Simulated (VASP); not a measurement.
The system is Mo.

```
Mo
1.0
     0.00000    2.01500    2.01500
     2.01500    0.00000    2.01500
     2.01500    2.01500    0.00000
Mo
1
Direct
  0.00000 0.00000 0.00000
```

This isn't the form of Mo at room conditions, which is bcc.

| Item | Value |
| --- | --- |
| Program | VASP 6.6.1 |
| Task | single point |
| Functional | PBE |
| Potentials or basis | VASP PAW PBE potentials, release 64 (Mo_sv) |
| Cutoff | 520 eV |
| k mesh | 11 × 11 × 11 |
| Occupations | fermi-dirac, width 0.05 eV |
| Spin | no spin polarisation |

On this cell: pressure -4.0 GPa; band gap on the k mesh none (metal or under the smearing width).

The same run follows on a disturbed copy (cell strained at random at fixed volume):

```
CELL_PARAMETERS angstrom
-0.00483 2.04144 2.04815
1.97753 0.02038 2.02293
1.99189 2.03058 0.00602
ATOMIC_POSITIONS crystal
Mo 0.99489 0.99801 0.00058
```

What does the disturbed cell give?

The energy (extrapolated to zero smearing) moves by -4.9 meV/atom; pressure -3.9 GPa; band gap on the k mesh none (metal or under the smearing width).

Stress tensor (GPa, compression positive):
```
-7.01  0.44 -0.57
 0.44 -2.72  0.88
-0.57  0.88 -2.11
```

The energy falls, though the first cell shows no forces: that form is unstable against this distortion, unless noise or another electronic state is at work.
